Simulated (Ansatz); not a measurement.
Ga under changes of volume

One of the cells (17.718 Å³/atom); the others are scaled copies at fixed shape and fractional positions:

```xyz
1
Lattice="-1.3844 1.3844 2.3112 1.3844 -1.3844 2.3112 1.3844 1.3844 -2.3112" Properties=species:S:1:pos:R:3 pbc="T T T"
Ga    0.0000    0.0000    0.0000
```

This isn't the form of Ga at room conditions, which is orthorhombic.

| Property | Result |
| --- | --- |
| Program | Ansatz 0.2.0 |
| Functional | PBEsol |
| Potentials or basis | all-electron LAPW, scalar-relativistic |
| Cutoff | 238 eV (chosen from the basis error) |
| Basis error allowed | 0.001 eV/atom |
| k mesh | 13 × 13 × 13 |
| Occupations | fermi-dirac, width 0.05 eV |
| Spin | no spin polarisation |

| volume (Å³/atom) | energy over the lowest point (meV/atom) | pressure (GPa) |
| --- | --- | --- |
| 16.655 | 11.91 | 4.2 |
| 17.010 | ? | ? |
| 17.364 | 0.72 | 1.0 |
| 17.718 | 0.00 | -0.3 |
| 18.073 | 2.04 | -1.4 |
| 18.427 | 6.49 | -2.4 |
| 18.781 | 13.01 | -3.3 |

Question: What does the run at 17.010 Å³/atom give?

Answer: Energy over the lowest point 4.57 meV/atom; pressure 2.5 GPa.

Worked out: A Birch-Murnaghan fit of order 3 (a polynomial in V^(-2/3)) to the other rows has its minimum at 17.63 Å³/atom with B0 = V·E''(V) = 64 GPa and B' = 5.5 at fixed shape and positions, which overstates the stiffness. It gives 4.53 meV/atom at 17.010 Å³/atom, against the run's 4.57, and -dE/dV = 2.5 GPa, against 2.5.

Energies are extrapolated to zero smearing.
